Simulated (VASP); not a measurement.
# P (R-3m) in VASP: a series of runs, part 2 of 3

VASP 6.6.1. Earlier steps stand in the parts before.

## (3) Relaxation of shape and atoms at fixed volume, PBEsol+D3(BJ) (a relaxed cell with its volume scaled by 0.94)

INCAR reads:

```
PREC = Accurate ; ENCUT = 520
EDIFF = 1E-7 ; ISMEAR = 0
SIGMA = 0.02 ; LREAL = F
LASPH = T ; NELM = 60
ALGO = Fast ; ISIF = 4
LWAVE = F ; LCHARG = F
GGA = PS ; IVDW = 12
IBRION = 2 ; NSW = 80
EDIFFG = -0.002
```

KPOINTS reads:

```
regular mesh
0
Gamma
  15 15 15
```

POSCAR reads:

```
P                                       
1.0
    1.6625145136      0.9598532043      2.7194180874
   -1.6625145136      0.9598532043      2.7194180874
    0.0000000000     -1.9197064000      2.7194180877
  P             
     2
Direct
     0.2412978559540520    0.2412978559540520    0.2412978559536256
     0.7587021440459480    0.7587021440459480    0.7587021440463744
```

Potentials or basis: VASP PAW PBE potentials, release 64 (P).

On the command line:

```
$ cat potpaw_PBE.64/P/POTCAR > POTCAR
$ mpirun -np 1 vasp_std > vasp.out
```

OUTCAR:

```text
PREC = Accurate
   ENCUT = 520
   EDIFF = 1E-7
   ISMEAR = 0
   LREAL = F
   LASPH = T
   NELM = 60
   ISIF = 4
   GGA = PS
   IVDW = 12
   IBRION = 2
   NSW = 80
   EDIFFG = -0.002
 IVDW          = 12

 ion  position               nearest neighbor table
   1  0.241  0.241  0.241-   2 2.27   2 2.27   2 2.27   2 2.44   2 2.44   2 2.44
   2  0.759  0.759  0.759-   1 2.27   1 2.27   1 2.27   1 2.44   1 2.44   1 2.44

  LATTYP: Found a trigonal (rhomboedric) cell.
 ALAT       =     3.3287396137
 COS(alpha) =     0.5011140909

  Lattice vectors:

 A1 = (   1.6625145136,   0.9598532043,   2.7194180874)
 A2 = (  -1.6625145136,   0.9598532043,   2.7194180874)
 A3 = (   0.0000000000,  -1.9197064000,   2.7194180877)

Analysis of symmetry for initial positions (statically):
=====================================================================
 Subroutine PRICEL returns:
 Original cell was already a primitive cell.

 Routine SETGRP: Setting up the symmetry group for a
 trigonal (rhombohedral) supercell.

 Subroutine GETGRP returns: Found 12 space group operations
 (whereof 12 operations were pure point group operations)
 out of a pool of 12 trial point group operations.

The static configuration has the point symmetry D_3d.

Analysis of symmetry for dynamics (positions and initial velocities):
=====================================================================
 Subroutine PRICEL returns:
 Original cell was already a primitive cell.

 Routine SETGRP: Setting up the symmetry group for a
 trigonal (rhombohedral) supercell.

 Subroutine GETGRP returns: Found 12 space group operations
 (whereof 12 operations were pure point group operations)
 out of a pool of 12 trial point group operations.

The dynamic configuration has the point symmetry D_3d.

 Subroutine INISYM returns: Found 12 space group operations
 (whereof 12 operations are pure point group operations),
 and found     1 'primitive' translations

----------------------------------------------------------------------------------------

                                     Primitive cell

  volume of cell :      26.0374

  direct lattice vectors                    reciprocal lattice vectors
     1.662514514  0.959853204  2.719418087     0.300749254  0.173637663  0.122575243
    -1.662514514  0.959853204  2.719418087    -0.300749254  0.173637663  0.122575243
[... 107 lines left out ...]
  Fermi-wavevector in a.u.,A,eV,Ry     =   1.189987  2.248750 19.266799  1.416070
  Thomas-Fermi vector in A             =   2.326082
   LORBIT       =      0    0 simple, 1 ext, 2 COOP (PROOUT), +10 PAW based schemes
   GGA     = PS    functional components
   LHFCALC =     F    Hartree Fock is set to
   AEXX    =    0.0000 exact exchange contribution
   IVDW    =    12    specifies the selected vdW correction
   LEPSILON=     F    determine dielectric tensor
   LRPA    =     F    only Hartree local field effects (RPA)
 conjugate gradient relaxation of ions
 non-spin polarized calculation
 RMM-DIIS sequential band-by-band and
 Gauss-broadening in eV      SIGMA  =   0.02
  energy-cutoff  :      520.00
  volume of cell :       26.04
 maximum number of plane-waves:       725
 NGX is ok and might be reduce to    28
   NGX = 13   NGY = 13   NGZ = 13

--------------------------------------- Ionic step        1  -------------------------------------------

 number of electron      10.0000000 magnetization

 number of electron       9.9999999 magnetization

 Free energy of the ion-electron system (eV)
  ---------------------------------------------------
  ext. energy  EPLUGINS =         0.00000000
  ---------------------------------------------------
  free energy    TOTEN  =       -11.44700377 eV

  energy without entropy =      -11.44685365  energy(sigma->0) =      -11.44692871

------------------------ aborting loop because EDIFF is reached ----------------------------------------

 Edisp (eV)   -0.87227

 E8    (eV) :    -0.5178
[... 191 lines left out ...]
--------------------------------------- Ionic step        6  -------------------------------------------

 number of electron      10.0000000 magnetization

 Free energy of the ion-electron system (eV)
  ---------------------------------------------------
  ext. energy  EPLUGINS =         0.00000000
  ---------------------------------------------------
  free energy    TOTEN  =       -11.45312407 eV

  energy without entropy =      -11.45307332  energy(sigma->0) =      -11.45309870

 E-fermi :  11.3469     XC(G=0): -11.8630

 val. band max:       11.3336479868   @ k =  -0.3333   0.2000   0.0667
 cond. band min:      11.3581749663   @ k =   0.3333   0.3333   0.3333
 fundamental gap:      0.0245269795
 Fermi energy:        11.3468886079

 k-point     1 :       0.0000    0.0000    0.0000
  band No.  band energies     occupation
      1      -6.4559      2.00000
      2       8.9394      2.00000
      3       8.9394      2.00000
      4       9.0104      2.00000
      5      11.0127      2.00000
      6      15.2441      0.00000
      7      15.4178      0.00000
      8      15.4178      0.00000
      9      16.9894      0.00000
[... 265 lines left out ...]
 k-point    24 :       0.2000    0.1333   -0.0000
  band No.  band energies     occupation
      1      -5.7103      2.00000
      2       5.9271      2.00000
      3       7.6734      2.00000
      4       8.0653      2.00000
      5      10.8977      2.00000
      6      14.0744      0.00000
      7      14.3744      0.00000
      8      16.3831      0.00000
      9      17.1278      0.00000

 [... further k-points ...]

------------------------ aborting loop because EDIFF is reached ----------------------------------------

 Edisp (eV)   -0.87226

 E8    (eV) :    -0.5178
[... 25 lines left out ...]
  FREE ENERGIE OF THE ION-ELECTRON SYSTEM (eV)
  ---------------------------------------------------
  free  energy   TOTEN  =       -12.3253884854 eV

  energy  without entropy=      -12.3253377317  energy(sigma->0) =      -12.32536311

 reached required accuracy - stopping structural energy minimisation
```

OSZICAR:

```text
N       E                     dE             d eps       ncg     rms          rms(c)
DAV:   1     0.217814357639E+02    0.21781E+02   -0.49438E+03  6208   0.984E+02
DAV:   2    -0.106268994229E+02   -0.32408E+02   -0.31375E+02  9093   0.131E+02
DAV:   3    -0.114886124346E+02   -0.86171E+00   -0.85581E+00  8164   0.230E+01
[... 39 lines left out ...]
RMM:   5    -0.114531236348E+02   -0.12442E-07   -0.30768E-07  4991   0.497E-03
   5 F= -.12325388E+02 E0= -.12325363E+02  d E =-.136045E-03
       N       E                     dE             d eps       ncg     rms          rms(c)
DAV:   1    -0.114531240585E+02   -0.43611E-06   -0.20866E-05  8767   0.286E-02    0.201E-03
RMM:   2    -0.114531240745E+02   -0.15969E-07   -0.35084E-07  5131   0.548E-03
   6 F= -.12325388E+02 E0= -.12325363E+02  d E =-.136474E-03
```

CONTCAR:

```text
P
   1.00000000000000
     1.6634599969208044    0.9603990795540573    2.7163276213744161
    -1.6634599969208044    0.9603990795540573    2.7163276213744161
    -0.0000000000000000   -1.9207981494664408    2.7163276213066911
  P
     2
Direct
     0.2447610635610635    0.2447610635610635    0.2447610635609641
     0.7552389364389364    0.7552389364389364    0.7552389364390358

  0.00000000E+00  0.00000000E+00  0.00000000E+00
  0.00000000E+00  0.00000000E+00  0.00000000E+00
```

Run time: 7.6 min. Hardware: 1 thread of AMD EPYC 7R43 (Zen 3), shared host; peak memory 0.18 GiB.

What came out:

```yaml
Free_energy: -12.3254 eV
Energy_gained_by_relaxing: 3.1 meV/atom
Ionic_steps: 6
Pressure_after_relaxing: 8.4 GPa
Band_gap_on_the_k_mesh: none (metal or under the smearing width)
Dispersion_energy_per_atom: -0.436 eV
```

The path:
```tsv
step	energy change (eV)	largest force (eV/Å)	pressure (GPa)	volume (Å³)
1	0.0000	0.2368	9.27	26.04
2	-0.0041	0.1239	8.79	26.04
3	-0.0060	0.0114	8.44	26.04
4	-0.0060	0.0076	8.42	26.04
5	-0.0061	0.0007	8.42	26.04
6	-0.0061	0.0002	8.42	26.04
```

Final structure:
```
P
1.0
     1.66346    0.96040    2.71633
    -1.66346    0.96040    2.71633
     0.00000   -1.92080    2.71633
P
2
Direct
  0.24476 0.24476 0.24476
  0.75524 0.75524 0.75524
```

Caveat: the PAW data sets were made with another functional, which shifts forces and pressure a little; pairwise dispersion overbinds metals, which lowers pressure and volume.

## (4) Relaxation of shape and atoms at fixed volume, PBEsol+D3(BJ) (a relaxed cell with its volume scaled by 1.06)

INCAR is that of step 3.

KPOINTS is that of step 3.

POSCAR reads:

```
P                                       
1.0
    1.7304462573      0.9990736149      2.8305358016
   -1.7304462573      0.9990736149      2.8305358016
    0.0000000000     -1.9981472209      2.8305358019
  P             
     2
Direct
     0.2412978559540520    0.2412978559540520    0.2412978559536256
     0.7587021440459480    0.7587021440459480    0.7587021440463744
```

On the command line:

```
$ cat potpaw_PBE.64/P/POTCAR > POTCAR
$ mpirun -np 1 vasp_std > vasp.out
```

Wall time 14 min (1 thread of AMD EPYC 7R43 (Zen 3), shared host); peak memory 0.18 GiB.

The run converged. Its results:

- Free energy: -12.3509 eV
- Energy gained by relaxing: 9.9 meV/atom
- Ionic steps: 10
- Pressure after relaxing: -2.1 GPa
- Band gap on the k mesh: none (metal or under the smearing width)
- Dispersion energy per atom: -0.385 eV

Step by step:
```
step  energy change (eV)  largest force (eV/Å)  pressure (GPa)  volume (Å³)
   1              0.0000                0.2267           -6.65        29.36
   2             -0.0047                0.1861           -6.11        29.36
   3             -0.0149                0.0870           -3.54        29.36
   4              0.0252                0.8255            0.84        29.36
   5             -0.0160                0.0240           -3.02        29.36
   6             -0.0189                0.0747           -1.90        29.36
   7             -0.0189                0.1064           -1.70        29.36
   8             -0.0189                0.0951           -1.78        29.36
   9             -0.0197                0.0213           -2.13        29.36
  10             -0.0197                0.0009           -2.07        29.36
```

Final structure:
```
P
1.0
     1.70991    0.98721    2.89895
    -1.70991    0.98721    2.89895
     0.00000   -1.97443    2.89895
P
2
Direct
  0.23455 0.23455 0.23455
  0.76545 0.76545 0.76545
```

Levels at points of the mesh, in eV from the Fermi level:
```
           k point  band 1  band 2  band 3  band 4  band 5  band 6  band 7  band 8  band 9
(0.00, 0.00, 0.00)  -16.97   -2.70   -2.67   -2.67   -2.15    2.41    3.43    3.43    5.46
```

Caveat: the PAW data sets were made with another functional, which shifts forces and pressure a little; pairwise dispersion overbinds metals, which lowers pressure and volume.

## (5) Relaxation of shape and atoms at fixed volume, PBEsol+D3(BJ) (a relaxed cell with its volume scaled by 0.91)

INCAR is that of step 4.

KPOINTS is that of step 4.

POSCAR reads:

```
P                                       
1.0
    1.6446366279      0.9495314021      2.6901747663
   -1.6446366279      0.9495314021      2.6901747663
    0.0000000000     -1.8990627958      2.6901747666
  P             
     2
Direct
     0.2412978559540520    0.2412978559540520    0.2412978559536256
     0.7587021440459480    0.7587021440459480    0.7587021440463744
```

Potentials or basis: VASP PAW PBE potentials, release 64 (P).

On the command line:

```
$ cat potpaw_PBE.64/P/POTCAR > POTCAR
$ mpirun -np 1 vasp_std > vasp.out
```

OUTCAR:

```text
PREC = Accurate
   ENCUT = 520
   EDIFF = 1E-7
   ISMEAR = 0
   LREAL = F
   LASPH = T
   NELM = 60
   ISIF = 4
   GGA = PS
   IVDW = 12
   IBRION = 2
   NSW = 80
   EDIFFG = -0.002
 IVDW          = 12

 ion  position               nearest neighbor table
   1  0.241  0.241  0.241-   2 2.25   2 2.25   2 2.25   2 2.41   2 2.41   2 2.41
   2  0.759  0.759  0.759-   1 2.25   1 2.25   1 2.25   1 2.41   1 2.41   1 2.41

  LATTYP: Found a trigonal (rhomboedric) cell.
 ALAT       =     3.2929439404
 COS(alpha) =     0.5011140909

  Lattice vectors:

 A1 = (   1.6446366279,   0.9495314021,   2.6901747663)
 A2 = (  -1.6446366279,   0.9495314021,   2.6901747663)
 A3 = (   0.0000000000,  -1.8990627958,   2.6901747666)

Analysis of symmetry for initial positions (statically):
=====================================================================
 Subroutine PRICEL returns:
 Original cell was already a primitive cell.

 Routine SETGRP: Setting up the symmetry group for a
 trigonal (rhombohedral) supercell.

 Subroutine GETGRP returns: Found 12 space group operations
 (whereof 12 operations were pure point group operations)
 out of a pool of 12 trial point group operations.

The static configuration has the point symmetry D_3d.

Analysis of symmetry for dynamics (positions and initial velocities):
[... 168 lines left out ...]
 E8    (eV) :    -0.5355
[... 105 lines left out ...]
  FREE ENERGIE OF THE ION-ELECTRON SYSTEM (eV)
  ---------------------------------------------------
  free  energy   TOTEN  =       -12.2665855479 eV

  energy  without entropy=      -12.2664188584  energy(sigma->0) =      -12.26650220

[... ionic steps 4 to 11 ...]

--------------------------------------- Ionic step       12  -------------------------------------------

 number of electron       9.9999999 magnetization

------------------------ aborting loop because EDIFF is reached ----------------------------------------
[... 75 lines left out ...]
--------------------------------------- Ionic step       14  -------------------------------------------

 number of electron       9.9999999 magnetization

 Free energy of the ion-electron system (eV)
  ---------------------------------------------------
  ext. energy  EPLUGINS =         0.00000000
  ---------------------------------------------------
  free energy    TOTEN  =       -11.36638670 eV

  energy without entropy =      -11.36617784  energy(sigma->0) =      -11.36628227

 E-fermi :  11.8903     XC(G=0): -12.0097

 val. band max:       11.8723251422   @ k =   0.4000   0.3333   0.3333
 cond. band min:      11.8964365715   @ k =  -0.2000   0.4667   0.2000
 fundamental gap:      0.0241114293
 Fermi energy:        11.8903293018

 k-point     1 :       0.0000    0.0000    0.0000
  band No.  band energies     occupation
      1      -6.3032      2.00000
      2       9.4466      2.00000
      3       9.4530      2.00000
      4       9.4530      2.00000
      5      11.9621      0.00000
      6      15.8914      0.00000
      7      15.8978      0.00000
      8      15.8978      0.00000
      9      17.6097      0.00000
[... 265 lines left out ...]
 k-point    24 :       0.2000    0.1333   -0.0000
  band No.  band energies     occupation
      1      -5.5377      2.00000
      2       6.4459      2.00000
      3       8.0896      2.00000
      4       8.5626      2.00000
      5      11.3431      2.00000
      6      14.5372      0.00000
      7      15.1569      0.00000
      8      16.9612      0.00000
      9      17.8932      0.00000

 [... further k-points ...]

------------------------ aborting loop because EDIFF is reached ----------------------------------------

 Edisp (eV)   -0.90192

 E8    (eV) :    -0.5355
[... 25 lines left out ...]
  FREE ENERGIE OF THE ION-ELECTRON SYSTEM (eV)
  ---------------------------------------------------
  free  energy   TOTEN  =       -12.2683074133 eV

  energy  without entropy=      -12.2680985463  energy(sigma->0) =      -12.26820298

 reached required accuracy - stopping structural energy minimisation
```

CONTCAR:

```text
P
   1.00000000000000
     1.6453801920022570    0.9499607006531238    2.6877438852666882
    -1.6453801920022570    0.9499607006531238    2.6877438852666882
    -0.0000000000000001   -1.8999213844080469    2.6877438825516369
  P
     2
Direct
     0.2499966866291667    0.2499966866291667    0.2499966866320063
     0.7500033133708333    0.7500033133708333    0.7500033133679940

  0.00000000E+00  0.00000000E+00  0.00000000E+00
  0.00000000E+00  0.00000000E+00  0.00000000E+00
```

Run time: 8.1 min. Hardware: 1 thread of AMD EPYC 7R43 (Zen 3), shared host; peak memory 0.15 GiB.

Results:

```
Free energy                : -12.2683 eV
Energy gained by relaxing  : 6.5 meV/atom
Ionic steps                : 14
Pressure after relaxing    : 13.5 GPa
Band gap on the k mesh     : none (metal or under the smearing width)
Dispersion energy per atom : -0.451 eV
```

Step by step:
| step | energy change (eV) | largest force (eV/Å) | pressure (GPa) | volume (Å³) |
| --- | --- | --- | --- | --- |
| 1 | 0.0000 | 0.3421 | 15.29 | 25.21 |
| 2 | -0.0085 | 0.1649 | 14.83 | 25.21 |
| 3 | -0.0113 | 0.0580 | 14.32 | 25.21 |
| 4 | -0.0118 | 0.0234 | 14.06 | 25.21 |
| 5 | -0.0119 | 0.0211 | 13.88 | 25.21 |
| 6 | -0.0122 | 0.0286 | 13.66 | 25.21 |
| 7 | -0.0126 | 0.0017 | 13.50 | 25.21 |
| 8 | -0.0126 | 0.0067 | 13.51 | 25.21 |
| 9 | -0.0129 | 0.0079 | 13.49 | 25.21 |
| 10 | -0.0130 | 0.0060 | 13.46 | 25.21 |
| 11 | -0.0130 | 0.0069 | 13.46 | 25.21 |
| 12 | -0.0130 | 0.0065 | 13.46 | 25.21 |
| 13 | -0.0130 | 0.0042 | 13.45 | 25.21 |
| 14 | -0.0130 | 0.0002 | 13.45 | 25.21 |

Final structure:
```
P
1.0
     1.64538    0.94996    2.68774
    -1.64538    0.94996    2.68774
     0.00000   -1.89992    2.68774
P
2
Direct
  0.25000 0.25000 0.25000
  0.75000 0.75000 0.75000
```

Levels at points of the mesh, in eV from the Fermi level:
```
           k point  band 2  band 3  band 4  band 5  band 6  band 7  band 8  band 9
(0.00, 0.00, 0.00)   -2.44   -2.44   -2.44    0.07    4.00    4.01    4.01    5.72
```

Caveat: the PAW data sets were made with another functional, which shifts forces and pressure a little; pairwise dispersion overbinds metals, which lowers pressure and volume.

(Part 2 of 3 ends here.)
